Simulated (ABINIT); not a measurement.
# HfN (Fm-3m) in ABINIT: single point with PBEsol

Aim: the single point of HfN with PBEsol.

All numbers are computed with ABINIT 10.8.3 (patched build); they aren't measurements. Logs are shortened: lines on timing, memory, paths and dates and some standing lists are left out, and cuts for length are marked. The log counts tension as positive stress, the text compression.

## (1) The undisturbed crystal

It takes space group Fm-3m (No. 225, cubic). The conventional cell has a = 4.512 Å, b = 4.512 Å, c = 4.512 Å, α = 90.00°, β = 90.00°, γ = 90.00°. Hf (site symmetry m-3m) is surrounded by 6 N at 2.26 Å. N (site symmetry m-3m) is surrounded by 6 Hf at 2.26 Å.

## (2) Single point, PBEsol (atoms moved at random, drawn with an rms of 0.05 Å)

Contents of run.abi:

```
# Pseudopotentials
pp_dirpath "./"
pseudos "Hf.upf, N.upf"

# Structure
acell 3.1904657967 3.1904657967 3.1904657967 Angstrom
rprim
     0.0000000000     0.7071067812     0.7071067812
     0.7071067812     0.0000000000     0.7071067812
     0.7071067812     0.7071067812     0.0000000000
ntypat 2
znucl 72 7
natom 2
typat 1 2
xred
     0.0255780000     0.0115180000    -0.0135500000
     0.4868130000     0.5028510000     0.5136500000
chkprim 0
chksymtnons 0
tolsym 1.0e-6

# Plane-wave basis
ecut 1142.878222 eV

# k points
kptopt 1
ngkpt 10 10 10
nshiftk 1
shiftk 0.0 0.0 0.0

# Exchange and correlation
ixc -116133

# Bands and occupations
nband 13
occopt 3
tsmear 0.05 eV

# SCF cycle
nstep 100
tolvrs 1.0e-10

# Output
iomode 3
prtwf 0
prteig 0
prtebands 0
enunit 2
prtden 1
prtvha 1
prtvclmb 1
prtpot 1
prtelf 1
```

Potentials or basis: PseudoDojo NC SR PBEsol v0.4.1 standard.

The run is started by

```
$ abinit run.abi > log 2>&1
```

run.abo:

```text
.Version 10.8.3 of ABINIT
 Symmetries : space group P1 (#  1); Bravais aP (primitive triclinic)
================================================================================
 Values of the parameters that define the memory need of the present run
     intxc =       0    ionmov =       0      iscf =       7    lmnmax =       8
     lnmax =       8     mgfft =      36  mpssoang =       4    mqgrid =    3001
     natom =       2  nloc_mem =       1    nspden =       1   nspinor =       1
    nsppol =       1      nsym =       1    n1xccc =    2501    ntypat =       2
    occopt =       3   xclevel =       2
       mpw =        2038          nfft =       46656          nkpt =         504
================================================================================
================================================================================

--------------------------------------------------------------------------------
------------- Echo of variables that govern the present computation ------------
--------------------------------------------------------------------------------
 -outvars: echo values of preprocessed input variables --------
            acell      6.0291065698E+00  6.0291065698E+00  6.0291065698E+00 Bohr
              amu      1.78490000E+02  1.40067400E+01
          chkprim           0
      chksymtnons           0
             ecut      4.20000000E+01 Hartree
           enunit           2
                       outvar_i_n : Printing only first  50 k-points.
              ixc     -116133
                       outvar_i_n : Printing only first  50 k-points.
         kptrlatt       10    0    0      0   10    0      0    0   10
          kptrlen      6.02910657E+01
            natom           2
            nband          13
            ngfft          36      36      36
             nkpt         504
            nstep         100
             nsym           1
           ntypat           2
                       prtocc : prtvol=0, do not print more k-points.
           occopt           3
        prtebands           0
           prteig           0
           prtelf           1
           prtpot           1
         prtvclmb           1
           prtvha           1
            prtwf           0
            rprim      0.0000000000E+00  7.0710678120E-01  7.0710678120E-01
                       7.0710678120E-01  0.0000000000E+00  7.0710678120E-01
                       7.0710678120E-01  7.0710678120E-01  0.0000000000E+00
          spgroup           1
           tolsym      1.00000000E-06
           tolvrs      1.00000000E-10
           tsmear      1.83746611E-03 Hartree
            typat      1  2
                       outvars : Printing only first  50 k-points.
           xangst     -4.5841920001E-03  2.7135168000E-02  8.3688576001E-02
                       2.2932262560E+00  2.2570445280E+00  2.2326819840E+00
            xcart     -8.6628673887E-03  5.1278035901E-02  1.5814848851E-01
                       4.3335695686E+00  4.2651960120E+00  4.2191574761E+00
             xred      2.5578000000E-02  1.1518000000E-02 -1.3550000000E-02
                       4.8681300000E-01  5.0285100000E-01  5.1365000000E-01
            znucl       72.00000    7.00000

================================================================================

 chkinp: Checking input parameters for consistency.

================================================================================
== DATASET  1 ==================================================================

--- !DatasetInfo
iteration_state: {dtset: 1, }
dimensions: {natom: 2, nkpt: 504, mband: 13, nsppol: 1, nspinor: 1, nspden: 1, mpw: 2038, }
cutoff_energies: {ecut:  42.0, pawecutdg:  -1.0, }
electrons: {nelect:   1.70000000E+01, charge:   0.00000000E+00, occopt:   3.00000000E+00, tsmear:   1.83746611E-03, }
meta: {optdriver: 0, ionmov: 0, optcell: 0, iscf: 7, paral_kgb: 0, }
...

 Real(R)+Recip(G) space primitive vectors, cartesian coordinates (Bohr,Bohr^-1):
 R(1)=  0.0000000  4.2632221  4.2632221  G(1)= -0.1172822  0.1172822  0.1172822
 R(2)=  4.2632221  0.0000000  4.2632221  G(2)=  0.1172822 -0.1172822  0.1172822
 R(3)=  4.2632221  4.2632221  0.0000000  G(3)=  0.1172822  0.1172822 -0.1172822
 Unit cell volume ucvol=  1.5496866E+02 bohr^3
 Angles (23,13,12)=  6.00000000E+01  6.00000000E+01  6.00000000E+01 degrees

 getcut: wavevector=  0.0000  0.0000  0.0000  ngfft=  36  36  36
         ecut(hartree)=     42.000   => boxcut(ratio)=   2.04673

--- Pseudopotential description ------------------------------------------------
- pspini: atom type   1  psp file is ./Hf.upf
12 -116133 3 -1 1656                          pspcod,pspxc,lmax,lloc,mmax
     nproj     2     2     2     2

- pspini: atom type   2  psp file is ./N.upf
12 -116133 1 -1 1058                          pspcod,pspxc,lmax,lloc,mmax
     nproj     2     2     0     0

   4.63350171E+02                                ecore*ucvol(ha*bohr**3)
--------------------------------------------------------------------------------

================================================================================

--- !BeginCycle
iteration_state: {dtset: 1, }
solver: {iscf: 7, nstep: 100, nline: 4, wfoptalg: 0, }
tolerances: {tolvrs: 1.00E-10, }
...

     iter   Etot(hartree)      deltaE(h)  residm     vres2
 ETOT  1  -66.689603646799    -6.669E+01 2.385E-01 7.665E+02
 ETOT  2  -66.582788326096     1.068E-01 1.031E-01 1.307E+03
 ETOT  3  -66.853037072540    -2.702E-01 2.285E-02 6.404E+00
 ETOT  4  -66.854689024905    -1.652E-03 1.308E-02 3.047E-01
 ETOT  5  -66.854756844244    -6.782E-05 2.314E-03 1.589E-02
 ETOT  6  -66.854759162323    -2.318E-06 5.103E-03 5.298E-04
 ETOT  7  -66.854759295582    -1.333E-07 4.746E-04 1.550E-05
 ETOT  8  -66.854759299560    -3.977E-09 7.000E-04 9.797E-08
 ETOT  9  -66.854759299581    -2.177E-11 5.458E-04 1.209E-08
 ETOT 10  -66.854759299585    -3.368E-12 4.975E-04 1.124E-11

 At SCF step   10       vres2   =  1.12E-11 < tolvrs=  1.00E-10 =>converged.

 Compute ELF
--------------------------------------------------------------------------------

 Compute kinetic energy density

 Compute gradient of the electron density
 Electron Localization Function (ELF) [min:0;max:1]
)     Maximum=    8.6438E-01  at reduced coord.    0.2500    0.9167    0.9167
)     Minimum=    1.2827E-04  at reduced coord.    0.5000    0.5000    0.5000
   Integrated=    5.8731E+01

--------------------------------------------------------------------------------
 End of ELF section

 Cartesian components of stress tensor (hartree/bohr^3)
  sigma(1 1)=  6.80247786E-05  sigma(3 2)=  1.02026260E-05
  sigma(2 2)=  8.05436823E-05  sigma(3 1)= -1.58271463E-05
  sigma(3 3)= -5.33133201E-05  sigma(2 1)= -2.97075368E-06

--- !ResultsGS
iteration_state: {dtset: 1, }
comment   : Summary of ground state results
lattice_vectors:
- [  0.0000000,   4.2632221,   4.2632221, ]
- [  4.2632221,   0.0000000,   4.2632221, ]
- [  4.2632221,   4.2632221,   0.0000000, ]
lattice_lengths: [   6.02911,    6.02911,    6.02911, ]
lattice_angles: [ 60.000,  60.000,  60.000, ] # degrees, (23, 13, 12)
lattice_volume:   1.5496866E+02
convergence: {deltae: -3.368E-12, res2:  1.124E-11, residm:  4.975E-04, diffor: null, }
etotal    :  -6.68547593E+01
entropy   :   0.00000000E+00
fermie    :   5.11364834E-01
cartesian_stress_tensor: # hartree/bohr^3
- [  6.80247786E-05,  -2.97075368E-06,  -1.58271463E-05, ]
- [ -2.97075368E-06,   8.05436823E-05,   1.02026260E-05, ]
- [ -1.58271463E-05,   1.02026260E-05,  -5.33133201E-05, ]
pressure_GPa:  -9.3417E-01
xred      :
- [  2.5578E-02,   1.1518E-02,  -1.3550E-02, Hf]
- [  4.8681E-01,   5.0285E-01,   5.1365E-01,  N]
cartesian_forces: # hartree/bohr
- [  9.24846958E-03,  -5.80140022E-03,  -2.38802131E-02, ]
- [ -9.24846958E-03,   5.80140022E-03,   2.38802131E-02, ]
force_length_stats: {min:   2.62574754E-02, max:   2.62574754E-02, mean:   2.62574754E-02, }
...

 Integrated electronic density in atomic spheres:
 ------------------------------------------------
 Atom  Sphere_radius  Integrated_density
    1        2.00000          8.48004775
    2        2.00000          5.24285439
================================================================================

 ----iterations are completed or convergence reached----

 Mean square residual over all n,k,spin=   66.861E-08; max=  49.752E-05
 reduced coordinates (array xred) for    2 atoms
       0.025578000000      0.011518000000     -0.013550000000
       0.486813000000      0.502851000000      0.513650000000
 rms dE/dt=  8.1893E-02; max dE/dt=  1.2654E-01; dE/dt below (all hartree)
    1       0.126539296716      0.062378332182     -0.014695654634
    2      -0.126539325741     -0.062378413945      0.014695590186

 cartesian coordinates (angstrom) at end:
    1     -0.00458419200007     0.02713516800040     0.08368857600123
    2      2.29322625603378     2.25704452803325     2.23268198403289

 cartesian forces (hartree/bohr) at end:
    1      0.00924846958274    -0.00580140022376    -0.02388021313577
    2     -0.00924846958274     0.00580140022376     0.02388021313577
 frms,max,avg= 1.5159760E-02 2.3880213E-02   6.872E-09  6.867E-10  2.717E-09 h/b

 cartesian forces (eV/Angstrom) at end:
    1      0.47557542725892    -0.29831999396567    -1.22796993204943
    2     -0.47557542725892     0.29831999396567     1.22796993204943
 frms,max,avg= 7.7954623E-01 1.2279699E+00   3.534E-07  3.531E-08  1.397E-07 e/A
 length scales=  6.029106569839  6.029106569839  6.029106569839 bohr
              =  3.190465796700  3.190465796700  3.190465796700 angstroms
 Fermi (or HOMO) energy (hartree) =   0.51136   Average Vxc (hartree)=  -0.49249
 Eigenvalues (hartree) for nkpt= 504  k points:
 kpt#   1, nband= 13, wtk=  0.00100, kpt=  0.0000  0.0000  0.0000 (reduced coord)
  -1.79178   -0.63075   -0.63008   -0.63002   -0.13224    0.39072    0.39190    0.39313
   0.49650    0.50394    0.50686    0.57512    0.58376
      occupation numbers for kpt#   1
   2.00000    2.00000    2.00000    2.00000    2.00000    2.00000    2.00000    2.00000
   1.99939    1.96538    1.84100    0.00000    0.00000
 prteigrs : prtvol=0 or 1, do not print more k-points.

 Fermi (or HOMO) energy (eV) =  13.91495   Average Vxc (eV)= -13.40125
 Eigenvalues (   eV  ) for nkpt= 504  k points:
 kpt#   1, nband= 13, wtk=  0.00100, kpt=  0.0000  0.0000  0.0000 (reduced coord)
 -48.75679  -17.16352  -17.14530  -17.14362   -3.59835   10.63211   10.66425   10.69767
  13.51034   13.71299   13.79249   15.64976   15.88489
 prteigrs : prtvol=0 or 1, do not print more k-points.

--- !EnergyTerms
iteration_state     : {dtset: 1, }
comment             : Components of total free energy in Hartree
kinetic             :  2.16772394109142E+01
hartree             :  6.79406738836552E+00
xc                  : -1.72850910863930E+01
Ewald energy        : -5.30656600640192E+01
psp_core            :  2.98996045289946E+00
local_psp           : -2.95903589562763E+01
non_local_psp       :  1.62527931804496E+00
internal            : -6.68545635364644E+01
'-kT*entropy'       : -1.95763120428359E-04
total_energy        : -6.68547592995848E+01
total_energy_eV     : -1.81921067768309E+03
band_energy         : -5.34053071965426E+00
...

 Cartesian components of stress tensor (hartree/bohr^3)
  sigma(1 1)=  6.80247786E-05  sigma(3 2)=  1.02026260E-05
  sigma(2 2)=  8.05436823E-05  sigma(3 1)= -1.58271463E-05
  sigma(3 3)= -5.33133201E-05  sigma(2 1)= -2.97075368E-06

-Cartesian components of stress tensor (GPa)         [Pressure= -9.3417E-01 GPa]
- sigma(1 1)=  2.00135808E+00  sigma(3 2)=  3.00171619E-01
- sigma(2 2)=  2.36967695E+00  sigma(3 1)= -4.65650721E-01
- sigma(3 3)= -1.56853203E+00  sigma(2 1)= -8.74025909E-02

== END DATASET(S) ==============================================================
================================================================================

 -outvars: echo values of variables after computation  --------
            acell      6.0291065698E+00  6.0291065698E+00  6.0291065698E+00 Bohr
           etotal     -6.6854759300E+01
            fcart      9.2484695827E-03 -5.8014002238E-03 -2.3880213136E-02
                      -9.2484695827E-03  5.8014002238E-03  2.3880213136E-02
            rprim      0.0000000000E+00  7.0710678120E-01  7.0710678120E-01
                       7.0710678120E-01  0.0000000000E+00  7.0710678120E-01
                       7.0710678120E-01  7.0710678120E-01  0.0000000000E+00
           strten      6.8024778573E-05  8.0543682334E-05 -5.3313320094E-05
                       1.0202625962E-05 -1.5827146321E-05 -2.9707536838E-06
           xangst     -4.5841920001E-03  2.7135168000E-02  8.3688576001E-02
                       2.2932262560E+00  2.2570445280E+00  2.2326819840E+00
             xred      2.5578000000E-02  1.1518000000E-02 -1.3550000000E-02
                       4.8681300000E-01  5.0285100000E-01  5.1365000000E-01
 Calculation completed.
```

Wall time 5.3 min (1 thread of Intel Xeon 6975P-C (Granite Rapids), shared host); peak memory 0.27 GiB.

What came out:

```
Free energy                                           : -1819.2107 eV
Pressure                                              : -0.9 GPa
Largest force                                         : 1.350 eV/Å
Band gap on the k mesh                                : none (metal or under the smearing width)
Valence electrons inside the program's atomic spheres : Hf 8.48; N 5.24
```

Forces on the atoms (eV/Å):
```
Hf   0.476 -0.298 -1.228
N   -0.476  0.298  1.228
```

The run has no spin-orbit coupling, so splittings on Hf are missing.
